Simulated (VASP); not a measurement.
Here is a VASP 6.6.1 calculation.

The input INCAR:

```
SYSTEM = Ga
PREC     = Accurate       ! precision mode
ENCUT    = 550            ! plane-wave cutoff, eV
EDIFF    = 1E-8           ! SCF threshold, eV
ISMEAR   = -1             ! smearing method
SIGMA    = 0.05           ! smearing width, eV
LREAL    = .False.        ! projectors in reciprocal space
LASPH    = .False.        ! aspherical terms in the spheres
NELM     = 80             ! most SCF steps
ALGO     = Fast           ! electronic algorithm
ISIF     = 2              ! what is computed and relaxed
LWAVE    = .False.        ! write WAVECAR
LCHARG   = .False.        ! write CHGCAR
MAGMOM   = 0 0 0          ! initial moments
LORBIT   = 11             ! projections on sites
LSORBIT  = .True.         ! spin-orbit coupling
GGA_COMPAT= .False.      
GGA      = PE             ! functional
IVDW     = 21             ! dispersion correction
LEFG     = .True.       
IMIX     = 1            
AMIX     = 0.2
```

File KPOINTS:

```
regular mesh
0
Gamma
  10 10 10
  0 0 0
```

Contents of POSCAR:

```
Ga
1.0
   -1.4001210000      1.3828240000      2.3601760000
    1.3672830000     -1.3356390000      2.3122430000
    1.4114840000      1.3470030000     -2.3319130000
Ga
1
Direct
    0.0154100000      0.0350160000      0.0140420000
```

Potentials or basis: VASP PAW PBE potentials, release 64 (Ga_d_GW).

Run with:

```bash
$ cat potpaw_PBE.64/Ga_d_GW/POTCAR > POTCAR
$ mpirun -np 1 vasp_ncl > vasp.out
```

Q: Estimate the dispersion energy per atom.

A: -0.486 eV.

Q: Estimate the pressure.

A: -3.3 GPa.

Electric field gradients, principal values (V/Å²):
| atom | Vxx | Vyy | Vzz |
| --- | --- | --- | --- |
| 1 Ga | -14.794 | -20.010 | 34.803 |
